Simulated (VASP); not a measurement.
Write the native input for VASP 6.6.1 that does the following.

* Task: single point
* Functional: PBE
* Potentials or basis: VASP PAW PBE potentials, release 64 (Sn_d, O)
* Cutoff: 520 eV
* k mesh: 6 × 6 × 6
* Occupations: gaussian, width 0.01 eV
* Spin: no spin polarisation
* Dipole correction: no
* Further INCAR settings: ALGO = Normal; EDIFF = 1e-06; NBANDS = 20

The structure of SnO2 lies in POSCAR:

```
SnO2
1.0
    1.6170930000      0.9336290000      4.8005930000
   -1.6170930000      0.9336290000      4.8005930000
    0.0000000000     -1.8672580000      4.8005930000
Sn O
1 2
Direct
    0.5000000000      0.5000000000      0.5000000000
    0.2371700000      0.2371700000      0.2371700000
    0.7628300000      0.7628300000      0.7628300000
```

Measurements of this composition are mostly on another form, of space group No. 136.

The input as run:

INCAR

```
SYSTEM = SnO2
  PREC = Accurate
  ENCUT = 520
  EDIFF = 1E-6
  ISMEAR = 0
  SIGMA = 0.01
  LREAL = .FALSE.
  LASPH = .TRUE.
  NELM = 100
  ALGO = Normal
  ISIF = 2
  LWAVE = .FALSE.
  LCHARG = .FALSE.
  GGA = PE
  NBANDS = 20
```

KPOINTS

```
regular mesh
0
G
  6 6 6
  0 0 0
```

Potentials or basis: VASP PAW PBE potentials, release 64 (Sn_d, O).

The run is started by

```console
$ cat potpaw_PBE.64/Sn_d/POTCAR potpaw_PBE.64/O/POTCAR > POTCAR
$ mpirun -np 1 vasp_std > vasp.out
```

Results of the run:

```yaml
Pressure: 0.0 GPa
Largest_force: 0.083 eV/Å
Band_gap_on_the_k_mesh: 1.91 eV, indirect (least direct gap 2.03 eV)
```

Caveat: spin-orbit coupling is left out, which moves the levels of the heavy elements.

It took 29 s on 1 thread of Intel(R) Xeon(R) Platinum 8488C (Sapphire Rapids), on a shared host, peak memory 0.23 GiB.
